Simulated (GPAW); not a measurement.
Runs of GPAW 26.7.0 on MoP. The structure is hexagonal, space group P-6m2 (No. 187). The conventional cell has a = 3.223 Å, b = 3.223 Å, c = 3.191 Å, α = 90.00°, β = 90.00°, γ = 120.00°. Mo (site symmetry -6m2) is surrounded by 6 P at 2.45 Å. Around P (site symmetry -6m2) lie 6 Mo at 2.45 Å. 

```tsv
task	level	potentials or basis	spin	U	cell	k mesh	cutoff (eV)	smearing	random start of the orbitals	maxiter	convergence	supercell	supercell k mesh	other keys	mesh quality	gap on the mesh (eV)	pressure (GPa)
gruneisen	LDA	PAW data sets generated in the run's folder for this functional, pw	off	-	relaxed	10 × 10 × 8	510	gaussian 0.1 eV	yes	50	density=1e-06 eigenstates=1e-09	1 × 1 × 1	10 × 10 × 8	several, not listed	not flagged	none	0.0
relaxation of cell and atoms	PBE+D3(BJ)	GPAW PAW data sets (gpaw-data 1.2.1), pw	off	-	relaxed	7 × 7 × 6	600	fermi-dirac 0.05 eV	-	150	-	-	-	-	not flagged	none	0.0
band structure	PBEsol	PAW data sets generated in the run's folder for this functional, pw	SOC, no magnetisation	-	as given	7 × 7 × 6	600	fermi-dirac 0.05 eV	-	150	-	-	-	-	not flagged	-	-3.4
band structure	PBE+U	GPAW PAW data sets (gpaw-data 1.2.1), pw	off	Mo d U = 1 eV	as given	7 × 7 × 6	600	fermi-dirac 0.05 eV	-	150	-	-	-	-	not flagged	-	(a)
Fermi surface	vdW-DF-cx	GPAW PAW data sets (gpaw-data 1.2.1), other valence, pw	off	-	as given	5 × 5 × 4	510	fermi-dirac 0.01 eV	-	150	-	-	-	-	coarse	none	-
electron localisation function	vdW-DF-cx	GPAW PAW data sets (gpaw-data 1.2.1), other valence, pw	off	-	as given	5 × 5 × 4	510	fermi-dirac 0.01 eV	-	150	-	-	-	-	coarse	none	-
```

Question: Estimate the missing entries.

Answer: (a) 2.8.

Caveats: some runs use coarse meshes; the PAW data sets were made with another functional, which shifts forces and pressure a little (some runs); the cutoff is short for stress and forces, so pressures can be off by a GPa or more (some runs); the density grid can change from cell to cell, which puts small steps into energies and stress (some runs); later steps reuse the first step's grids (some runs); pairwise dispersion overbinds metals, which lowers pressure and volume (some runs); spin-orbit coupling was added after a scalar SCF, so levels and gaps hold it while energy, forces, pressure and moments don't (some runs); this program's spin-orbit splittings come out too wide for heavy elements (some runs).

A k mesh can miss the band edges, and rows without SOC leave out spin-orbit coupling on Mo.

A gap of «none» marks a metal or a gap under the smearing width.

The runs don't all hold the same shells in valence.
